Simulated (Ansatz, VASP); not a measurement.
# One calculation of SiC, two programs

```xyz
4
Lattice="1.5461 -2.6769 0.0000 1.5461 2.6769 0.0000 0.0000 0.0000 5.0726" Properties=species:S:1:pos:R:3 pbc="T T T"
Si    1.5461    0.8924    0.0230
Si    1.5461   -0.8924    2.5593
C     1.5461    0.8923    1.9300
C     1.5461   -0.8923    4.4663
```

Alike in both runs: functional PBE; k mesh 6 × 6 × 4; occupations gaussian, width 0.1 eV; no spin polarisation.

Ansatz relaxed the structure, and its values are those at the end. VASP's run is a single point on that final structure, the one shown.

|  | VASP | Ansatz |
| --- | --- | --- |
| version | VASP 6.6.1 | Ansatz 0.2.0 |
| potentials or method | VASP PAW PBE potentials, release 64 (Si, C) | scalar-relativistic, plane waves, PAW |
| plane-wave cutoff (eV) | 520 | 420 |
| valence electrons in the cell | 16 | 16 |

```csv
,VASP,Ansatz,Ansatz less VASP
gap on the k mesh at the Fermi level (eV),2.30,2.31,+0.004
least direct gap on the mesh (eV),3.94,3.94,+0.003
pressure (GPa),0.1,0.1,+0.05
```

The functional is the same, so the differences come from potentials, cutoffs and numerics.

A k mesh can miss the band edges. PBE gaps usually lie below the measured ones, often by a third to a half.
